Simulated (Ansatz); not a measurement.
The system is MnS.

```
Mn S
1.0
     0.00000    2.47346    2.47346
     2.47346    0.00000    2.47346
     2.47346    2.47346    0.00000
Mn S
1 1
Direct
  0.00000 0.00000 0.00000
  0.75000 0.75000 0.75000
```

The cell is a database's computed one.

```yaml
Program: Ansatz 0.2.0
Task: relaxation of cell and atoms
Functional: RPBE
Potentials_or_basis: Ansatz PAW
Cutoff: "420 eV (not typed: the program's choice for these potentials)"
k_mesh: 9 × 9 × 9
Occupations: fermi-dirac, width 0.05 eV
Spin: collinear spin, ferromagnetic start
Starting_moments: "[4.0, 0.0] μB"
```

At the start: volume 15.13 Å³/atom.

How do energy, volume and symmetry change on relaxing?

It ends after 5 steps and the volume is 15.85 Å³/atom (+4.8 %); space group F-43m (No. 216, to 0.05 Å); moment 0.25 μB per cell.

The path:
```csv
step,energy change (eV),largest force (eV/Å),volume (Å³)
1,0.0000,0.0000,30.27
2,-0.0230,0.0000,31.13
3,-0.0271,0.0000,31.66
4,-0.0271,0.0000,31.71
5,-0.0274,0.0000,31.71
```

Final structure:
```
CELL_PARAMETERS angstrom
0.00000 2.51219 2.51219
2.51219 0.00000 2.51219
2.51219 2.51219 0.00000
ATOMIC_POSITIONS crystal
Mn 0.00000 0.00000 0.00000
S 0.75000 0.75000 0.75000
```

Caveat: the plane-wave basis is chosen anew once the cell has moved, so the energies of steps on either side of that aren't comparable; the moment fell far below its start of 4 μB, so a state of higher moment may lie lower in energy; the PAW data sets come from PBE, with cores solved anew for the run's functional, which leaves a small shift of forces and pressure; the starting moments weren't kept.
